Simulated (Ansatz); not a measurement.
Rb under changes of volume

One of the cells (96.085 Å³/atom); the others are scaled copies at fixed shape and fractional positions:

```
CELL_PARAMETERS angstrom
-2.37899 2.37899 8.48867
2.37899 -2.37899 8.48867
2.37899 2.37899 -8.48867
ATOMIC_POSITIONS crystal
Rb 0.50000 0.50000 0.00000
Rb 0.25000 0.75000 0.50000
```

This isn't the form of Rb at room conditions, which is bcc.

- Program: Ansatz 0.2.0
- Functional: PBE
- Potentials or basis: Ansatz PAW
- Cutoff: 420 eV (not typed: the program's choice for these potentials)
- k mesh: 8 × 8 × 8
- Occupations: fermi-dirac, width 0.05 eV
- Spin: no spin polarisation

| volume (Å³/atom) | energy over the lowest point (meV/atom) | pressure (GPa) |
| --- | --- | --- |
| 90.320 | 2.64 | 0.2 |
| 92.241 | 1.09 | 0.1 |
| 94.163 | 0.24 | 0.0 |
| 96.085 | 0.00 | 0.0 |
| 98.006 | 0.33 | 0.0 |
| 99.928 | ? | ? |
| 101.850 | 2.48 | -0.1 |

Problem. What does the run at 99.928 Å³/atom give?

Solution. Energy over the lowest point 1.17 meV/atom; pressure -0.1 GPa.

Worked out: A Birch-Murnaghan fit of order 3 (a polynomial in V^(-2/3)) to the other rows has its minimum at 95.89 Å³/atom with B0 = V·E''(V) = 2.4 GPa and B' = 3.9 at fixed shape and positions, which overstates the stiffness. It gives 1.17 meV/atom at 99.928 Å³/atom, against the run's 1.17, and -dE/dV = -0.1 GPa, against -0.1.

Energies are extrapolated to zero smearing.
